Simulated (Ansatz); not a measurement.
**GaN (P6_3mc): equation of state**

One table from this session's results is given with a row withheld; the runs are named, their logs left out.

The COD entry's cell or inner coordinates are ideal or old and differ from later refinements, so a difference from it is no clean test against experiment.

Computed with Ansatz 0.2.0 (DFT PBE, scalar-relativistic, plane waves, PAW, unless a step's input says otherwise).

### The structure to begin with

Symmetry: P6_3mc, No. 186, hexagonal system. The conventional cell has a = 3.218 Å, b = 3.218 Å, c = 5.243 Å, α = 90.00°, β = 90.00°, γ = 120.00°. Ga (site symmetry 3m) has 4 N at 1.97 to 1.98 Å in its first shell of neighbours. Around N (site symmetry 3m) lie 4 Ga at 1.97 to 1.98 Å.

Structure file:

```cif
data_structure
_symmetry_space_group_name_H-M 'P 1'
_symmetry_Int_Tables_number 1
_cell_length_a 3.2184
_cell_length_b 3.2184
_cell_length_c 5.2432
_cell_angle_alpha 90.000
_cell_angle_beta 90.000
_cell_angle_gamma 120.000
_cell_volume 47.03
loop_
_atom_site_label
_atom_site_type_symbol
_atom_site_fract_x
_atom_site_fract_y
_atom_site_fract_z
_atom_site_occupancy
Ga1 Ga 0.33333 0.66667 0.99914 1
Ga2 Ga 0.66667 0.33333 0.49914 1
N1 N 0.33333 0.66667 0.37586 1
N2 N 0.66667 0.33333 0.87586 1
```

An earlier run at PBE left this cell at 11.758 Å³/atom and 0.00 GPa (12×12×8 mesh).

Volume factors to run: 0.980, 1.020, 0.960, 1.040.

The first run:

The input, input.yaml:

```yaml
crystal:
  lattice:
    - [3.1967749156, 1.0e-10, 0.0]
    - [-1.5983874578, 2.768488287, 0.0]
    - [0.0, 0.0, 5.2079716194]
  atoms:
    - { symbol: Ga, position: [0.3333333333, 0.6666666667, -0.0008648221] }
    - { symbol: Ga, position: [0.6666666667, 0.3333333333, 0.4991351779] }
    - { symbol: "N", position: [0.3333333333, 0.6666666667, 0.3758648221] }
    - { symbol: "N", position: [0.6666666667, 0.3333333333, 0.8758648221] }
basis:
  ecutwfc: 420
  ecutrho_ratio: 4
kpoints:
  mp_grid: { grid: [12, 12, 8] }
hamiltonian:
  xc: pbe
scf:
  occupations: { method: gaussian, width: 0.05 }
output:
  forces: true
  stress: true
  eigenvalues: true
relax:
  f_tol: 0.01
  max_steps: 40
  cell: { stress_tol: 0.1, fix: [volume] }
```

Launch:

```bash
> ansatz run input.yaml --threads 4 --pin off --max-ram 7168MiB --backend cpu --events-out ev --progress --plain --runs-dir out
```

Steps of the session up to this table: Volume × 0.980; Volume × 1.020; Scaling the volume by 0.960; At 1.040 of the relaxed volume.

One table of the session follows, with a row left open; its other results are not shown here.

It belongs to the step «The fit». 

```
volume (Å³/atom)  energy (meV/atom)  pressure (GPa)  gap (eV)
          11.288              10.92            7.70      1.98
          11.523               2.63            3.64      1.84
          11.758               0.00            0.00      1.71
          11.993                  ?               ?         ?
          12.228               9.40           -6.19      1.45
```

**Question.** Estimate the row for volume (Å³/atom) = 11.993.

Worked estimate for «energy (meV/atom)». A straight line through the neighbours (11.758, 0.00) and (12.228, 9.40) gives 0.00 + (9.40 − 0.00) × (11.993 − 11.758) / (12.228 − 11.758) = 4.70; a parabola fitted to 3 rows on both sides gives 2.26.

The run gave: energy (meV/atom): 2.43; pressure (GPa): -3.26; gap (eV): 1.58. In «energy (meV/atom)» the line misses by +2.27 and the parabola by -0.17.
